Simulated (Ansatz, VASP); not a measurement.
## Si in VASP and in Ansatz

```
CELL_PARAMETERS angstrom
0.00000 2.71547 2.68832
2.71547 0.00000 2.68832
2.71547 2.71547 0.00000
ATOMIC_POSITIONS crystal
Si 0.50000 0.50000 0.50000
Si 0.75000 0.75000 0.75000
```

Change from the starting cell: zz strain of -1 %, crystal datasets.

Alike in both runs: task electric field gradients; functional PBE; k mesh 11 × 11 × 11; occupations fermi-dirac, width 0.08 eV; no spin polarisation.

|  | VASP | Ansatz |
| --- | --- | --- |
| version | VASP 6.6.1 | Ansatz 0.2.0 |
| potentials or method | VASP PAW PBE potentials, release 64 (Si), cutoff 520 eV | all-electron PAW with datasets made for the crystal, scalar-relativistic |

```csv
,VASP,Ansatz,Ansatz less VASP
pressure (GPa),2.9,3.0,+0.04
largest component of the traceless stress (GPa),0.63,0.63,-0.001
Vzz of the field gradient on the site that differs most (V/Å²),0.1,0.1,0.00
```

Ansatz ran all-electron here, so the differences hold the error of VASP's frozen core and of both bases.
